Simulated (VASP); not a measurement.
A run of VASP 6.6.1:

The input INCAR:

```
  PREC = Accurate
  ENCUT = 520
  EDIFF = 1E-7
  ISMEAR = -1
  SIGMA = 0.02
  LREAL = Auto
  LASPH = True
  NELM = 80
  ALGO = Normal
  ISIF = 2
  LWAVE = False
  LCHARG = False
  GGA = PE
  IVDW = 12
  NBANDS = 38
```

The input KPOINTS:

```
Automatic mesh
0
Gamma
  1 1 1
```

POSCAR

```
H12CO5
1.0
    5.7184790000      0.0000000000      0.0000000000
    0.0000000000      5.7184790000      0.0000000000
    0.0000000000      0.0000000000      5.7184790000
O H C
5 12 1
Direct
    0.2250423583      0.9809601469      0.7091046413
    0.8700915051      0.5202607197      0.5414726538
    0.6169472687      0.4742344949      0.9461257093
    0.3311719777      0.3745051787      0.3426435596
    0.8249921002      0.9765009192      0.0362159238
    0.3832312753      1.0449282056      0.7529099958
    0.1425379021      1.1213471274      0.7338314961
    1.0209008374      0.5740162725      0.5126887762
    0.7856459733      0.4531974324      0.4201816602
    0.7008681854      0.5870966738      0.8174551310
    0.6572551897      0.3354738209      0.8432312159
    0.4894833049      0.3561786272      0.2771541174
    0.2972293856      0.2230837955      0.4147781254
    1.1619173560      0.8320744030      0.1124599741
    0.8885579540      1.1249319968     -0.0279270065
    1.1403731657      1.1350395796      0.1264322209
    1.0082925897      0.9150335255      0.3603755474
    1.0345233409      0.9510396034      0.1749940850
```

Potentials or basis: VASP PAW PBE potentials, release 64 (O, H, C).

Run with:

```console
$ cat potpaw_PBE.64/O/POTCAR potpaw_PBE.64/H/POTCAR potpaw_PBE.64/C/POTCAR > POTCAR
$ mpirun -np 1 vasp_gam > vasp.out
```

Hardware: 1 thread of Intel(R) Xeon(R) 6975P-C (Granite Rapids) (shared host).

Q: How long does it take, and how much memory?

A: Run time: 13 s on 1 thread of Intel(R) Xeon(R) 6975P-C (Granite Rapids), with other jobs on the host, peak memory 0.32 GiB. Counts: scf iterations 17, k points 1.
